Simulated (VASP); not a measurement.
# Lu (Im-3m) in VASP: further runs, part 2 of 2

VASP 6.6.1.

## (3) Single point, LDA

This run uses another cell than the first one, of 23.09 Å³/atom, 0.880 times its volume.

INCAR

```
  PREC = Accurate
  ENCUT = 520
  EDIFF = 1E-6
  ISMEAR = -1
  SIGMA = 0.1
  LREAL = False
  LASPH = True
  NELM = 80
  ALGO = Fast
  ISIF = 2
  LWAVE = False
  LCHARG = True
  GGA = CA
  LELF = True
  LVHAR = True
  NBANDS = 18
```

KPOINTS

```
Automatic mesh
0
Gamma
  13 13 13
```

POSCAR

```
Lu
1.0
   -1.7937967383      1.7937967383      1.7937967383
    1.7937967383     -1.7937967383      1.7937967383
    1.7937967383      1.7937967383     -1.7937967383
Lu
1
Direct
    0.0000000000      0.0000000000      0.0000000000
```

Potentials or basis: VASP PAW PBE potentials, release 64 (Lu).

Command:

```
$ cat potpaw_PBE.64/Lu/POTCAR > POTCAR
$ mpirun -np 1 vasp_std > vasp.out
```

OUTCAR:

```text
PREC = Accurate
   ENCUT = 520
   EDIFF = 1E-6
   ISMEAR = -1
   LREAL = False
   LASPH = True
   NELM = 80
   ISIF = 2
   GGA = CA

 ion  position               nearest neighbor table
   1  0.000  0.000  0.000-

  LATTYP: Found a body centered cubic cell.
 ALAT       =     3.5875934766

  Lattice vectors:

 A1 = (  -1.7937967383,   1.7937967383,   1.7937967383)
 A2 = (   1.7937967383,  -1.7937967383,   1.7937967383)
 A3 = (   1.7937967383,   1.7937967383,  -1.7937967383)

Analysis of symmetry for initial positions (statically):
=====================================================================
 Subroutine PRICEL returns:
 Original cell was already a primitive cell.

 Routine SETGRP: Setting up the symmetry group for a
 body centered cubic supercell.

 Subroutine GETGRP returns: Found 48 space group operations
 (whereof 48 operations were pure point group operations)
 out of a pool of 48 trial point group operations.

The static configuration has the point symmetry O_h .

[... 144 lines left out ...]
  volume of cell :       23.09
 maximum number of plane-waves:       638
   NGX = 11   NGY = 11   NGZ = 11

 number of electron      25.0000004 magnetization

 Free energy of the ion-electron system (eV)
  ---------------------------------------------------
  ext. energy  EPLUGINS =         0.00000000
  ---------------------------------------------------
  free energy    TOTEN  =        -4.98657734 eV

  energy without entropy =       -4.92459197  energy(sigma->0) =       -4.95558466

 E-fermi :   3.0188     XC(G=0): -12.1934

 val. band max:        2.9864058455   @ k =  -0.3077   0.3077   0.2308
 cond. band min:       3.0381744287   @ k =   0.1538   0.1538   0.1538
 fundamental gap:      0.0517685832
 Fermi energy:         3.0187856866

 k-point     1 :       0.0000    0.0000    0.0000
  band No.  band energies     occupation
      1     -52.6280      2.00000
      2     -23.0047      2.00000
      3     -23.0047      2.00000
      4     -23.0047      2.00000
      5      -3.6447      2.00000
      6      -1.8824      2.00000
[... 481 lines left out ...]
      5      -1.8494      2.00000
      6      -1.8227      2.00000
[... 10 lines left out ...]
     17       9.5114      0.00000
     18      16.1046      0.00000

 [... further k-points ...]
[... 5 lines left out ...]
  --------------------------------------------------------------------------------------
  -------------------------------------------------------------------------------------
  Total        1.1991958      1.1991958      1.1991958      0.0000000      0.0000000     -0.0000000
  in kB       83.2187166     83.2187166     83.2187166      0.0000000      0.0000000     -0.0000000
  external PRESSURE =      83.2187166 kB  Pullay stress =       0.0000000 kB

 VOLUME and BASIS-vectors are now :
 -----------------------------------------------------------------------------
  energy-cutoff  :      520.00
  volume of cell :       23.09
      direct lattice vectors                 reciprocal lattice vectors
    -1.793796738  1.793796738  1.793796738     0.000000000  0.278738382  0.278738382
     1.793796738 -1.793796738  1.793796738     0.278738382  0.000000000  0.278738382
     1.793796738  1.793796738 -1.793796738     0.278738382  0.278738382  0.000000000

 POSITION                                       TOTAL-FORCE (eV/Angst)
 -----------------------------------------------------------------------------------
      0.00000      0.00000      0.00000        -0.000000     -0.000000      0.000000
 -----------------------------------------------------------------------------------
    total drift:                                0.000000     -0.000000     -0.000000

  FREE ENERGIE OF THE ION-ELECTRON SYSTEM (eV)
  ---------------------------------------------------
  free  energy   TOTEN  =        -4.9865773402 eV

  energy  without entropy=       -4.9245919734  energy(sigma->0) =       -4.95558466
```

OSZICAR:

```text
N       E                     dE             d eps       ncg     rms          rms(c)
DAV:   1     0.738698632331E+02    0.73870E+02   -0.10020E+04  3784   0.463E+03
DAV:   2     0.257193787376E+00   -0.73613E+02   -0.71891E+02  3112   0.353E+02
DAV:   3    -0.501174897704E+01   -0.52689E+01   -0.52096E+01  3354   0.713E+01
[... 15 lines left out ...]
RMM:  19    -0.498657088762E+01   -0.13105E-05   -0.46644E-05  3345   0.296E-02    0.651E-03
RMM:  20    -0.498657339657E+01   -0.25089E-05   -0.29658E-05  2735   0.164E-02    0.570E-04
RMM:  21    -0.498657524461E+01   -0.18480E-05   -0.19730E-05  2269   0.102E-02    0.197E-03
RMM:  22    -0.498657649295E+01   -0.12483E-05   -0.13596E-05  2005   0.713E-03    0.115E-03
RMM:  23    -0.498657734020E+01   -0.84726E-06   -0.92074E-06  2268   0.726E-03
   1 F= -.49865773E+01 E0= -.49555847E+01  d E =-.619854E-01
```

Run time: 43 s. Hardware: 1 thread of Intel Xeon Platinum 8259CL at 2.50GHz (Skylake/Cascade Lake), shared host; peak memory 0.16 GiB.

Results:

```
Free energy            : -4.9866 eV
Pressure               : 8.3 GPa
Band gap on the k mesh : none (metal or under the smearing width)
```

Caveat: the PAW data sets were made with another functional, which shifts forces and pressure a little. Spin-orbit coupling is left out, which matters for the levels of Lu.

## (4) Single point, LDA

INCAR

```
SYSTEM = Lu
PREC     = Accurate       ! precision mode
ENCUT    = 520            ! plane-wave cutoff, eV
EDIFF    = 1E-6           ! SCF threshold, eV
ISMEAR   = -1             ! smearing method
SIGMA    = 0.1            ! smearing width, eV
LREAL    = .False.        ! projectors in reciprocal space
LASPH    = .True.         ! aspherical terms in the spheres
NELM     = 60             ! most SCF steps
ALGO     = Fast           ! electronic algorithm
ISIF     = 2              ! what is computed and relaxed
LWAVE    = .False.        ! write WAVECAR
LCHARG   = .False.        ! write CHGCAR
GGA      = CA             ! functional
NBANDS   = 18             ! bands
```

KPOINTS

```
Automatic mesh
0
Gamma
  11 11 11
  0 0 0
```

POSCAR

```
Lu
1.0
   -1.8718843180      1.8718843180      1.8718843180
    1.8718843180     -1.8718843180      1.8718843180
    1.8718843180      1.8718843180     -1.8718843180
Lu
1
Direct
    0.0000000000      0.0000000000      0.0000000000
```

Command:

```
$ cat potpaw_PBE.64/Lu/POTCAR > POTCAR
$ mpirun -np 1 vasp_std > vasp.out
```

Run time: 27 s. Hardware: 1 thread of Intel Xeon Platinum 8259CL at 2.50GHz (Skylake/Cascade Lake), shared host; peak memory 0.15 GiB.

Results (log left out):

| Item | Value |
| --- | --- |
| Free energy | -5.0651 eV |
| Pressure | 0.2 GPa |
| Band gap on the k mesh | none (metal or under the smearing width) |

Levels at points of the mesh, in eV from the Fermi level:
| k point | band 9 | band 10 | band 11 | band 12 | band 13 | band 14 | band 15 | band 16 |
| --- | --- | --- | --- | --- | --- | --- | --- | --- |
| (0.00, 0.00, 0.00) | -4.93 | -4.93 | -4.93 | -4.91 | 2.10 | 2.10 | 2.10 | 4.63 |

Caveat: the PAW data sets were made with another functional, which shifts forces and pressure a little. Spin-orbit coupling is left out, which matters for the levels of Lu.

## (5) Relaxation of cell and atoms, LDA

This run uses another cell than the first one, of 29.50 Å³/atom, 1.124 times its volume.

INCAR

```
SYSTEM = Lu
PREC     = Accurate       ! precision mode
ENCUT    = 600            ! plane-wave cutoff, eV
EDIFF    = 1E-6           ! SCF threshold, eV
ISMEAR   = -1             ! smearing method
SIGMA    = 0.1            ! smearing width, eV
LREAL    = .FALSE.        ! projectors in reciprocal space
LASPH    = .TRUE.         ! aspherical terms in the spheres
NELM     = 60             ! most SCF steps
ALGO     = Normal         ! electronic algorithm
ISIF     = 3              ! what is computed and relaxed
LWAVE    = .FALSE.        ! write WAVECAR
LCHARG   = .FALSE.        ! write CHGCAR
GGA      = CA             ! functional
IBRION   = 2              ! ionic algorithm
NSW      = 80             ! ionic steps
EDIFFG   = -0.01          ! ionic threshold
```

KPOINTS

```
Automatic mesh
0
G
  11 11 11
  0 0 0
```

POSCAR

```
Lu
1.0
   -1.9464185914      1.9464185914      1.9464185914
    1.9464185914     -1.9464185914      1.9464185914
    1.9464185914      1.9464185914     -1.9464185914
Lu
1
Direct
    0.0000000000      0.0000000000      0.0000000000
```

Command:

```
$ cat potpaw_PBE.64/Lu/POTCAR > POTCAR
$ mpirun -np 1 vasp_std > vasp.out
```

Run time: 83 s. Hardware: 1 thread of Intel Xeon Platinum 8259CL at 2.50GHz (Skylake/Cascade Lake), shared host; peak memory 0.18 GiB.

Results (log left out):

```
Free energy                            : -5.0658 eV
Relaxed volume                         : 26.46 Å³/atom
Relaxed cell                           : a = 3.251 Å, b = 3.251 Å, c = 3.251 Å, α = 109.47°, β = 109.47°, γ = 109.47°
Space group after relaxing (to 0.05 Å) : Im-3m (No. 229)
Energy gained by relaxing              : 48.2 meV/atom
Ionic steps                            : 3
Pressure after relaxing                : 0.0 GPa
Band gap on the k mesh                 : none (metal or under the smearing width)
```

Step by step:
```tsv
step	energy change (eV)	largest force (eV/Å)	pressure (GPa)	volume (Å³)
1	0.0000	0.0000	-4.55	29.50
2	-0.0475	0.0000	0.90	26.06
3	-0.0482	0.0000	-0.03	26.46
```

Final structure:
```
Lu
1.0
    -1.87716    1.87716    1.87716
     1.87716   -1.87716    1.87716
     1.87716    1.87716   -1.87716
Lu
1
Direct
  0.00000 0.00000 0.00000
```

Levels at points of the mesh, in eV from the Fermi level:
```csv
k point,band 10,band 11,band 12,band 13,band 14,band 15
"(0.00, 0.00, 0.00)",-4.95,-4.95,-4.92,2.09,2.09,2.09
```

Caveat: the PAW data sets were made with another functional, which shifts forces and pressure a little. The run has no spin-orbit coupling, so splittings on Lu are missing.

## (6) The runs side by side

```csv
task,cell,k mesh,cutoff (eV),gap on the mesh (eV),pressure (GPa)
single point,"Im-3m, 26.24 Å³/atom",19 × 19 × 19,520,none,0.3
single point,"Im-3m, 23.09 Å³/atom",13 × 13 × 13,520,none,8.3
single point,"Im-3m, 26.24 Å³/atom",11 × 11 × 11,520,none,0.2
relaxation of cell and atoms,relaxed,11 × 11 × 11,600,none,0.0
```

Alike in all rows: level LDA; potentials or basis VASP PAW PBE potentials, release 64 (Lu); no spin polarisation; smearing fermi-dirac 0.1 eV.

Every run on the cell as given and a fine mesh finds a metal.

Caveats: the PAW data sets were made with another functional, which shifts forces and pressure a little.

Total energies depend on the potentials used, so only differences within one code and one set of settings carry meaning.
